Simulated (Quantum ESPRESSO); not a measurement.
SrO: phonons with LDA

Crystal: SrO.

```
Sr O
1.0
     0.00000    2.56630    2.56630
     2.56630    0.00000    2.56630
     2.56630    2.56630    0.00000
Sr O
1 1
Direct
  0.50000 0.50000 0.50000
  0.00000 0.00000 0.00000
```

- Program: Quantum ESPRESSO 7.5
- Task: phonons
- Functional: LDA
- Potentials or basis: JTH 2.0 LDA
- Cutoff: 490 eV
- Density cutoff: 2939 eV
- k mesh: 6 × 6 × 6, shifted
- Occupations: fermi-dirac, width 0.05 eV
- Spin: no spin polarisation
- Form of the LDA correlation: PW92
- Mixing beta: 0.5
- Most SCF iterations: 120
- SCF threshold: 4e-10 Ry

| Item | Value |
| --- | --- |
| Electronic dielectric tensor (diagonal) | 3.87 |
| Born charges (mean of the diagonal) | Sr +2.48; O -2.46 e |
| Highest phonon frequency at Γ, LO-TO splitting left out | 219 cm⁻¹ |
| Static dielectric tensor (diagonal) | 18.18 |

Levels at points of the mesh, in eV from the valence-band top:
```
           k point  band 5  band 6  band 7  band 8  band 9  band 10  band 11  band 12
(0.08, 0.08, 0.08)  -13.24   -0.13    0.00    0.00    4.64     6.28     6.53     6.53
```

Phonon frequencies in cm⁻¹ (negative: imaginary):
```tsv
q point	frequencies
(0.000, 0.000, 0.000)	2 2 2 219 219 219
```

Electronic dielectric tensor:
```
3.87 0.00 0.00
0.00 3.87 0.00
0.00 0.00 3.87
```

Born effective charge tensors (e):
atom 1, Sr
```
2.48 0.00 0.00
0.00 2.48 0.00
0.00 0.00 2.48
```
atom 2, O
```
-2.46  0.00  0.00
 0.00 -2.46  0.00
 0.00  0.00 -2.46
```

Optical modes at Γ, degenerate ones joined, polar ones without the macroscopic field:
| cm⁻¹ | components | symmetry | active in | IR intensity, summed ((D/Å)²/amu) |
| --- | --- | --- | --- | --- |
| 219 | 3 | T1u | IR | 31.19 |

Zone-centre frequencies without and with the macroscopic field along z (cm⁻¹):
|  | optical modes in rising order |
| --- | --- |
| without | 219 219 219 |
| with the field | 219 219 475 |

Static dielectric tensor, electrons and zone-centre modes:
```
18.18  0.00  0.00
 0.00 18.18  0.00
 0.00  0.00 18.18
```

Run time: 77 s on 1 thread of AMD EPYC 7R13 Processor (Zen 3), on a shared host, peak memory 0.08 GiB.
